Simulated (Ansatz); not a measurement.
# SCF convergence of Al₃Ru₂ against the length of the Broyden history

These are results of Ansatz, DFT r2SCAN, scalar-relativistic, plane waves, PAW, not measurements.

```cif
data_structure
_symmetry_space_group_name_H-M 'P 1'
_symmetry_Int_Tables_number 1
_cell_length_a 7.4673
_cell_length_b 7.4673
_cell_length_c 7.4673
_cell_angle_alpha 156.214
_cell_angle_beta 156.214
_cell_angle_gamma 33.889
_cell_volume 67.67
loop_
_atom_site_label
_atom_site_type_symbol
_atom_site_fract_x
_atom_site_fract_y
_atom_site_fract_z
_atom_site_occupancy
Al1 Al 0.00000 0.00000 0.00000 1
Al2 Al 0.80618 0.80618 0.00000 1
Al3 Al 0.19382 0.19382 0.00000 1
Ru1 Ru 0.60587 0.60587 0.00000 1
Ru2 Ru 0.39413 0.39413 0.00000 1
```

The plane-wave cutoff is 500 eV. The Γ-centred k-mesh is 16×16×16, the occupation rule is Gaussian smearing, 0.1 eV and the spin treatment is unpolarised.

Each run starts from superposed atomic densities and uses Broyden mixing with its automatic preconditioner, at most 120 iterations and the default threshold on the density residual; only the length of the Broyden history differs.

```csv
length of the Broyden history,iterations,converged,"density residual (eV) at iterations 1, 3, 5"
3,10,yes,5.4 0.29 0.0018
5,9,yes,5.4 0.29 0.0018
8,10,yes,5.4 0.29 0.0018
```

Cost: 3 runs of about 4.4 core-minutes in all, on Intel Xeon Platinum 8259CL (Skylake/Cascade Lake) (shared hosts).